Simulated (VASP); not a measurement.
A run of VASP 6.6.1 is set up as follows.

Contents of INCAR:

```
SYSTEM = Si
  PREC = Accurate
  ENCUT = 520
  EDIFF = 1E-7
  ISMEAR = 0
  SIGMA = 0.1
  LREAL = .False.
  LASPH = .True.
  NELM = 100
  ALGO = Fast
  ISIF = 2
  LWAVE = .False.
  LCHARG = .True.
  LELF = .True.
  LVHAR = .True.
  NBANDS = 16
```

File KPOINTS:

```
Automatic mesh
0
Gamma
  12 10 10
  0 0 0
```

The input POSCAR:

```
Si
1.0
    3.4403964115      0.0000000000      0.0000000000
    0.0000000000      4.8654552651      0.0000000000
    0.0000000000      0.0000000000      4.1951761437
Si
4
Direct
    0.0000000000      0.0253188533      0.0000000000
    0.5000000000      0.5253188533      0.5000000000
    0.0000000000      0.2246811467      0.5000000000
    0.5000000000      0.7246811467      0.0000000000
```

Potentials or basis: VASP PAW LDA potentials, release 64 (Si).

Run with:

```bash
$ cat potpaw_LDA.64/Si/POTCAR > POTCAR
$ mpirun -np 1 vasp_std > vasp.out
```

(1) What does it give for the band gap on the k mesh?

(2) What does it give for the largest force?

Results:

(1) none (metal or under the smearing width).

(2) 0.006 eV/Å.
